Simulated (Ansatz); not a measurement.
**Computed frozen-phonon scan: Li3N (Li3N type, space group P6/mmm)**

Relaxed Li3N (Li3N type, space group P6/mmm):

```
CELL_PARAMETERS angstrom
      3.63435     0.00000     0.00000
     -1.81718     3.14744     0.00000
      0.00000     0.00000     3.86452
ATOMIC_POSITIONS crystal
  Li 0.00000 0.00000 0.50000
  Li 0.33333 0.66667 0.00000
  Li 0.66667 0.33333 0.00000
  N  0.00000 0.00000 0.00000
```

The atoms are displaced by Q × the pattern below (from a DFPT mode at Γ, largest move 1; Q in Å), at fixed cell.

| atom | x | y | z |
|---|---|---|---|
| Li2 | 0.000 | 0.000 | -1.000 |
| Li3 | 0.000 | 0.000 | 1.000 |

Atoms not listed stay in place.

The numbers are results of PBE (plane waves to 420 eV, PAW, scalar-relativistic; Ansatz, a first-principles code), not measurements. k mesh 10×10×9 (Γ-centred), fixed occupations. Compression counts positive. Li3N was relaxed with its symmetry unable to fall. ΔE is measured from the undisplaced structure.

```json
[
 {"Q (Å)": "-0.176", "ΔE (meV/cell)": "0.7", "P (GPa)": "-0.30", "−dE/dQ from forces (eV/Å)": "0.053"},
 {"Q (Å)": "-0.147", "ΔE (meV/cell)": "-0.4", "P (GPa)": "-0.21", "−dE/dQ from forces (eV/Å)": "0.022"},
 {"Q (Å)": "-0.117", "ΔE (meV/cell)": "-0.7", "P (GPa)": "-0.14", "−dE/dQ from forces (eV/Å)": "0.002"},
 {"Q (Å)": "-0.088", "ΔE (meV/cell)": "-0.6", "P (GPa)": "-0.08", "−dE/dQ from forces (eV/Å)": "-0.007"},
 {"Q (Å)": "-0.059", "ΔE (meV/cell)": "-0.3", "P (GPa)": "-0.03", "−dE/dQ from forces (eV/Å)": "-0.009"},
 {"Q (Å)": "-0.029", "ΔE (meV/cell)": "-0.1", "P (GPa)": "-0.01", "−dE/dQ from forces (eV/Å)": "-0.006"},
 {"Q (Å)": "0.000", "ΔE (meV/cell)": "0.0", "P (GPa)": "0.00", "−dE/dQ from forces (eV/Å)": "0.000"},
 {"Q (Å)": "0.029", "ΔE (meV/cell)": "-0.1", "P (GPa)": "-0.01", "−dE/dQ from forces (eV/Å)": "0.006"},
 {"Q (Å)": "0.059", "ΔE (meV/cell)": "-0.3", "P (GPa)": "-0.03", "−dE/dQ from forces (eV/Å)": "0.009"},
 {"Q (Å)": "0.088", "ΔE (meV/cell)": "-0.6", "P (GPa)": "-0.08", "−dE/dQ from forces (eV/Å)": "0.007"},
 {"Q (Å)": "0.117", "ΔE (meV/cell)": "-0.7", "P (GPa)": "-0.14", "−dE/dQ from forces (eV/Å)": "-0.002"},
 {"Q (Å)": "0.147", "ΔE (meV/cell)": "-0.4", "P (GPa)": "-0.21", "−dE/dQ from forces (eV/Å)": "-0.022"},
 {"Q (Å)": "0.176", "ΔE (meV/cell)": "0.7", "P (GPa)": "-0.30", "−dE/dQ from forces (eV/Å)": "-0.053"}
]
```

Read from the data:

- Energy at Q = 0.176 Å = 0.7 meV/cell
- Space group of the distorted cell = P-3m1 (No. 164), lowered from P6/mmm
- Symmetry of the curve = even: the same for both signs
- Harmonic wavenumber from the curvature (finite differences) = 66i cm⁻¹
- Wavenumber by perturbation theory (DFPT, on another k mesh) = 66i cm⁻¹

(A displaced cell: forces are minus the slopes of the energy, force constants its curvatures, and phonons follow from these.)
